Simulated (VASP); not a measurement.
Input of a VASP 6.6.1 run:

Contents of INCAR:

```
SYSTEM = Mg
ALGO     = Fast           ! electronic algorithm
EDIFF    = 1E-7           ! SCF threshold, eV
ENCUT    = 520            ! plane-wave cutoff, eV
GGA      = PS             ! functional
ISIF     = 2              ! what is computed and relaxed
ISMEAR   = -1             ! smearing method
LASPH    = .True.         ! aspherical terms in the spheres
LCHARG   = .False.        ! write CHGCAR
LREAL    = .False.        ! projectors in reciprocal space
LWAVE    = .False.        ! write WAVECAR
NBANDS   = 7              ! bands
NELM     = 100            ! most SCF steps
PREC     = Accurate       ! precision mode
SIGMA    = 0.1            ! smearing width, eV
```

File KPOINTS:

```
k-points
0
Gamma
  17 17 17
  0 0 0
```

The input POSCAR:

```
Mg
1.0
    2.9958300373      0.0000000000      0.0000000000
    0.0000000000      2.9958300373      0.0000000000
    0.0000000000      0.0000000000      2.9958300373
Mg
1
Direct
    0.0000000000      0.0000000000      0.0000000000
```

Potentials or basis: VASP PAW PBE potentials, release 64 (Mg).

Launch:

```console
$ cat potpaw_PBE.64/Mg/POTCAR > POTCAR
$ mpirun -np 1 vasp_std > vasp.out
```

Problem. What does it give for the band gap on the k mesh?

Solution. None (metal or under the smearing width).

Problem. Estimate the pressure.

Solution. 0.0 GPa.

Caveat: the PAW data sets were made with another functional, which shifts forces and pressure a little.
